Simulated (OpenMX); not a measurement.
The system is Ni.

```xyz
1
Lattice="0.0000 1.7376 1.7376 1.7376 0.0000 1.7376 1.7376 1.7376 0.0000" Properties=species:S:1:pos:R:3 pbc="T T T"
Ni    0.0000    0.0000    0.0000
```

Base run:

```yaml
Program: OpenMX 3.8.5
Functional: PBE
Potentials_or_basis: OpenMX 2013 PBE set, Ni6.0H-s3p2d2, grid cutoff 500 Ry
k_mesh: 13 × 13 × 13
Occupations: fermi-dirac, width 0.05 eV
Spin: collinear spin, ferromagnetic start
Starting_moments: "[1.0] μB"
```

Its results: pressure 17.4 GPa; net moment 0.62 μB per cell; site moments Ni +0.62 μB.

Task: The run is repeated on the same cell with these changes: functional from PBE to LDA; potentials or basis from OpenMX 2013 PBE set, Ni6.0H-s3p2d2, grid cutoff 500 Ry to OpenMX 2013 LDA set, Ni6.0H-s3p2d2, grid cutoff 500 Ry. What comes out?

Result: Pressure -2.7 GPa; net moment 0.62 μB per cell; site moments Ni +0.62 μB.

Caveats: the basis of atomic orbitals isn't converged, which shifts pressures, moduli and gaps; so large a pressure means that the cell lies far from this level's equilibrium, or that cutoff or potentials fall short (some runs).
